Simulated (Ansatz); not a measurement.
Starting cell, SrF₂ (fluorite):

```
SrF2
1.0
    0.00000     5.85727     5.85727
    2.92864     2.92864     5.85727
    2.92864     2.92864     0.00000
Sr F
2 4
Cartesian
  0.00000   0.00000   0.00000
  2.92864   5.85727   2.92864
  1.46432   1.46432   1.46432
  1.46432   4.39296   4.39296
  4.39296   4.39296   4.39296
  4.39296   7.32159   7.32159
```

The atoms are displaced by Q × the pattern below (from a DFPT mode at X = (0.5, 0.5, 0.0), largest move 1; Q in Å), at fixed cell. (q is in reciprocal vectors of the primitive cell; the cell shown is doubled to hold the pattern.)

| atom | x | y | z |
|---|---|---|---|
| F3 | 0.000 | 0.000 | 1.000 |
| F4 | 0.000 | 0.000 | -1.000 |
| F5 | 0.000 | 0.000 | -1.000 |
| F6 | 0.000 | 0.000 | 1.000 |

Atoms not listed stay in place.

All values below come from PBE (plane waves to 420 eV, PAW, scalar-relativistic; Ansatz, an electronic-structure program). k mesh 10×10×10 (Γ-centred), Fermi-Dirac smearing 0.05 eV. E stands for the smeared free energy. SrF2 was relaxed with its symmetry unable to fall. ΔE is measured from the undisplaced structure.

The scan covers Q from -0.180 to 0.180 Å in 13 points.

Task: Which space group does the distorted structure have?

Result: P4/mmm (No. 123), lowered from Fm-3m.

Task: What is the energy change at Q = 0.180 Å?

Result: 534 meV/cell.

Task: What harmonic wavenumber does the curvature at Q = 0 give?

Result: 340 cm⁻¹.

(A displaced cell: forces are minus the slopes of the energy, force constants its curvatures, and phonons follow from these.)
